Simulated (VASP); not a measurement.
# In: relaxation of cell and atoms with vdW-DF-cx

Crystal: In.

```
In
1.0
    -1.88253    1.88253    1.88253
     1.88253   -1.88253    1.88253
     1.88253    1.88253   -1.88253
In
1
Direct
  0.00000 0.00000 0.00000
```

This isn't the form of In at room conditions, which is tetragonal.

| Item | Value |
| --- | --- |
| Program | VASP 6.6.1 |
| Task | relaxation of cell and atoms |
| Functional | vdW-DF-cx |
| Potentials or basis | VASP PAW PBE potentials, release 64 (In_d) |
| Cutoff | 600 eV |
| k mesh | 10 × 10 × 10 |
| Occupations | fermi-dirac, width 0.05 eV |
| Spin | no spin polarisation |
| Further INCAR settings | ALGO = Normal; EDIFF = 1e-07; IBRION = 2; EDIFFG = -0.02; NSW = 40; ISIF = 3 |

* Relaxed volume: 26.19 Å³/atom
* Relaxed cell: a = 3.240 Å, b = 3.240 Å, c = 3.240 Å, α = 109.47°, β = 109.47°, γ = 109.47°
* Space group after relaxing (to 0.05 Å): Im-3m (No. 229)
* Energy gained by relaxing: 1.3 meV/atom
* Ionic steps: 2
* Pressure after relaxing: 0.0 GPa
* Band gap on the k mesh: none (metal or under the smearing width)

The path:
```csv
step,energy change (eV),largest force (eV/Å),pressure (GPa),volume (Å³)
1,0.0000,0.0000,-0.78,26.69
2,-0.0013,0.0000,-0.04,26.19
```

Final structure:
```cif
data_structure
_symmetry_space_group_name_H-M 'P 1'
_symmetry_Int_Tables_number 1
_cell_length_a 3.2402
_cell_length_b 3.2402
_cell_length_c 3.2402
_cell_angle_alpha 109.471
_cell_angle_beta 109.471
_cell_angle_gamma 109.471
_cell_volume 26.19
loop_
_atom_site_label
_atom_site_type_symbol
_atom_site_fract_x
_atom_site_fract_y
_atom_site_fract_z
_atom_site_occupancy
In1 In 0.00000 0.00000 0.00000 1
```

Levels at points of the mesh, in eV from the Fermi level:
```csv
k point,band 2,band 3,band 4,band 5,band 6,band 7,band 8,band 9,band 10
"(0.00, 0.00, 0.00)",-14.55,-14.55,-14.27,-14.27,-9.48,11.08,11.08,11.08,13.15
"(0.50, 0.00, 0.00)",-14.59,-14.28,-14.27,-14.09,-3.89,-3.10,5.94,7.40,10.24
"(0.50, 0.50, 0.50)",-14.66,-14.14,-14.14,-14.14,1.00,1.32,1.32,1.32,5.43
```

Run time: 63 s on 1 thread of Intel(R) Xeon(R) Platinum 8559C (Emerald Rapids) (shared host), peak memory 0.33 GiB.

Caveat: the PAW data sets were made with another functional, which shifts forces and pressure a little.
